Naively, the band gap of one crystal in one fixed cell should depend on the functional alone. The program that solves the equations, and the potentials that stand in for the inner electrons, should change it only slightly. For InP, six of the eight calculations fit this picture. The other two give gaps about 0.1 eV too large, and they share a setting that the functional's name doesn't reveal.

Band gap of InP (space group F-43m) from Kohn-Sham DFT with Quantum ESPRESSO 7.5, ABINIT 10.8.3 and exciting sodium, all in the same fixed two-atom cell with edges of 4.144 Å. Each computed gap is the lowest empty level less the highest filled level on the k-mesh. The measured gap is 1.42 eV, for a bulk crystal (arXiv:cond-mat/0006134).

```
                 program                    functional    how the value is got                          potentials or basis  wave cutoff (eV)    k-mesh  computed band gap (eV)  computed less measured (eV)
Quantum ESPRESSO 7.5 (1)                           LDA  Kohn-Sham, on the mesh             PseudoDojo 0.4.1 SR LDA standard               952     5x5x5                   0.486                        -0.93
       ABINIT 10.8.3 (1)  LDA with spin-orbit coupling  Kohn-Sham, on the mesh                          JTH PAW LDA v2.0 sp               544     8x8x8                   0.542                        -0.88
       ABINIT 10.8.3 (2)                        PBEsol  Kohn-Sham, on the mesh                             JTH PAW PBE v2.0               544     6x6x6                   0.597                        -0.82
Quantum ESPRESSO 7.5 (2)  PBE with spin-orbit coupling  Kohn-Sham, on the mesh               PseudoDojo 0.4 FR PBE standard               952  10x10x10                   0.685                        -0.73
         exciting sodium                           PBE  Kohn-Sham, on the mesh  all electron LAPW+lo, shipped species files               n/a     5x5x5                   0.691                        -0.73
       ABINIT 10.8.3 (3)                           PBE  Kohn-Sham, on the mesh                             JTH PAW PBE v2.0               544     6x6x6                   0.695                        -0.72
       ABINIT 10.8.3 (4)                           PBE  Kohn-Sham, on the mesh          PseudoDojo NC SR PBE v0.4 stringent              1007     6x6x6                   0.708                        -0.71
       ABINIT 10.8.3 (5)                           PBE  Kohn-Sham, on the mesh                          JTH PAW PBE v2.0 sp               544     8x8x8                   0.803                        -0.62
```

The regular part of the table is an order of functionals. LDA, which uses only the local density, gives the smallest gap, 0.486 eV. PBE, which adds a dependence on the density gradient, gives about 0.70 eV. PBEsol, with a weaker gradient dependence, falls between them at 0.597 eV, although it was run with potentials made for PBE.

The agreement within PBE shows how finely the table can be read. Leaving out the largest value, the four remaining PBE gaps lie within 0.023 eV of each other. They come from three programs, from all-electron and pseudopotential methods, and from meshes of 5 to 10 points along each direction. Differences of this size among them can't be assigned to a single cause, and they don't rank the programs.

The fifth PBE gap, from ABINIT (5), is 0.803 eV and clearly leaves this group. The second break is harder to see. ABINIT (1) gives 0.542 eV with LDA, only 0.056 eV above the other LDA calculation. But ABINIT (1) includes spin-orbit coupling, which lowers the gap, so it should have come out below its partner.

Spin-orbit coupling can be taken into account with a short argument. It splits the top of the valence band, which holds six states when spin is counted, into an upper group of four and a lower group of two. To first order their average energy stays where it was, so the upper group rises by one third of the splitting and the lower group falls by two thirds. In ABINIT (1) the splitting is 0.119 eV, and the gap therefore shrinks by about 0.04 eV.

The smooth model is then one gap for each functional, less this lowering where spin-orbit coupling is included. The PBE gap is the average of the four calculations that agree, while LDA and PBEsol rest on one calculation each and so match the model there by construction. Measured against this model, ABINIT (5) is too high by 0.098 eV and ABINIT (1) by 0.096 eV. The full comparison is in the printed output below.

Two breaks of nearly the same size, under two different functionals, suggest a common origin. The electron counts of the runs supply a candidate. In ABINIT (1) and ABINIT (5) indium has only 3 valence electrons, and its filled 4d shell is frozen in the core. In the other six calculations the ten 4d electrons are free to respond to the crystal.

The 4d shell matters because it can mix with the states at the top of the valence band. These states are mainly P 3p in character, and at the centre of the Brillouin zone, where the gap lies, three of the five In 4d orbitals have the same symmetry. Two levels of the same symmetry that interact push each other apart. For weak mixing the shift is approximately

shift ≈ V² / (E_p − E_d)

where V is the strength of the coupling and E_p and E_d are the energies of the p and d levels. The 4d level lies lower, so it is pushed down and the valence top is pushed up. The bottom of the conduction band has s character and a different symmetry at this point, so it doesn't take part, and the gap narrows. Freezing the 4d shell removes this response: the valence top is no longer pushed up, and the gap widens.

The orbital energies of ABINIT (4), where the 4d shell is free, carry a trace of this repulsion. The three 4d levels that can mix with P 3p lie 0.15 eV below the two that can't. The electrostatic field of the four neighbouring anions alone would give the opposite order, because the three orbitals point more nearly towards the anions. The observed order therefore favours repulsion from the p levels above. The 0.15 eV is not a measure of the shift of the valence top, since the field of the anions works against the repulsion, while empty p states add to it.

The size of the effect can be tested by carrying it from one functional to the other. ABINIT (5) and ABINIT (3) use the same program, functional and wave cutoff, and their gaps differ by 0.108 eV. The prediction for ABINIT (1) starts from the LDA gap with a free 4d shell, adds this difference and subtracts the spin-orbit lowering:

0.486 + 0.108 − 0.040 = 0.554 eV

The computed gap is 0.542 eV, so the estimate is about 0.01 eV too high. The gap of ABINIT (1) did not enter the prediction, but its spin-orbit splitting did, so the test is not fully independent. It shows that a shift found with PBE also accounts for the break in LDA.

This agreement supports the 4d explanation but doesn't isolate it. When the 4d shell is moved into the core, the whole indium potential is built anew, and the two outlying calculations also share an 8x8x8 mesh, which the table lists for no other row. The mesh is an unlikely cause, because the other PBE gaps agree on both coarser and finer meshes. The outputs of Quantum ESPRESSO (1), the LDA reference, also list an 8x8x8 mesh for the self-consistent step. The rebuilt potential is harder to separate. An all-electron calculation repeated with only the 4d shell held frozen would be a cleaner test, and the table has none.

The model is also less exact than the match of the two breaks suggests. Quantum ESPRESSO (2) includes spin-orbit coupling, yet its gap is close to those of the PBE calculations without it. Correcting for the coupling widens the spread of the four PBE gaps from 0.023 to 0.034 eV. The correction assumes the splitting found in ABINIT (1), and the potentials differ as well, so the cause of this small misfit remains open. The two breaks are still about three times as large as the corrected spread.

Comparison with experiment gives these breaks a practical meaning. ABINIT (5) comes closest to the measured gap, with a shortfall of 0.62 eV against 0.72 eV for ABINIT (3). But it leaves out a real interaction, so its smaller error is no reason to prefer its potential. Before two computed gaps are compared, it is worth checking which shells of each element are treated as valence. Here the potentials without 4d electrons go with a gap that is larger by about half the change from LDA to PBE.

The calculations with a free 4d shell have a fault of their own. In ABINIT (4) the 4d levels lie about 14 eV below the valence top, whereas experiment places them deeper. Functionals of this kind bind such compact shells too weakly. According to the expression for the shift, a d level that lies too close pushes too hard, so the narrowing of the gap is real but probably exaggerated.

Even so, the exaggerated repulsion probably explains only a small part of the disagreement with experiment. Freezing the 4d shell removes the repulsion altogether, its real part included, and still closes only about 15% of the shortfall of ABINIT (3). Most of the shortfall is expected to come from a known limit of these functionals. When an electron is added to the crystal, the exact exchange-correlation potential jumps, and this jump is part of the true gap. The difference between the orbital energies leaves it out. Including spin-orbit coupling in the calculations that omit it would lower their gaps and increase the shortfall.

The lead of PBE over LDA, about 0.22 eV with a free 4d shell, belongs to this particular cell. With PBE the crystal is under a computed pressure of nearly 3 GPa, which means that it would expand if it were allowed to relax. Expansion lowers the gap of InP, so a relaxed PBE calculation would lie further from experiment than the table shows.

The same reasoning carries over to related semiconductors through two questions: is there a filled d shell below the valence band, and how far below? In AlP the metal has no such shell, so there is no d repulsion to lose and no break of this kind. In CdS the filled 4d shell of the metal lies closer to the valence top than in InP. The energy difference in the expression is then smaller, and freezing the shell should matter more if the coupling is similar.

Output of the analysis:

```
Gap against the model of functional and spin-orbit coupling (eV):
                       row  computed   model  computed less model
  Quantum ESPRESSO 7.5 (1)     0.486   0.486                    0
         ABINIT 10.8.3 (1)     0.542  0.4462               0.0958
         ABINIT 10.8.3 (2)     0.597   0.597                    0
  Quantum ESPRESSO 7.5 (2)     0.685  0.6649               0.0201
           exciting sodium     0.691  0.7047              -0.0137
         ABINIT 10.8.3 (3)     0.695  0.7047              -0.0097
         ABINIT 10.8.3 (4)     0.708  0.7047               0.0033
         ABINIT 10.8.3 (5)     0.803  0.7047               0.0983
Spin-orbit splitting of the valence top in ABINIT (1) (eV): 0.1194
Lowering of the gap by spin-orbit coupling, one third of it (eV): 0.0398
Mean PBE gap with 4d as valence, spin-orbit coupling removed (eV): 0.7047
Spread of the four PBE gaps with 4d as valence, as computed (eV): 0.023
The same spread with spin-orbit coupling removed (eV): 0.0338
PBE gap with frozen 4d less gap with 4d as valence, ABINIT (5) less (3) (eV): 0.108
Raw LDA difference, ABINIT (1) less Quantum ESPRESSO (1) (eV): 0.056
Gap of ABINIT (1) predicted with the PBE shift (eV): 0.5542
Predicted less computed gap of ABINIT (1) (eV): 0.0122
PBEsol less PBE gap with the same potentials, ABINIT (2) less (3) (eV): -0.098
LDA less mean PBE gap, 4d as valence, no spin-orbit coupling (eV): -0.2187
Depth of the threefold 4d level below the valence top in ABINIT (4) (eV): 14.2
Threefold 4d level below the twofold one in ABINIT (4) (eV): 0.1508
Part of the shortfall of ABINIT (3) that freezing 4d seems to close (percent): 15
Shortfall left in ABINIT (5) against the measured gap (eV): 0.62
```
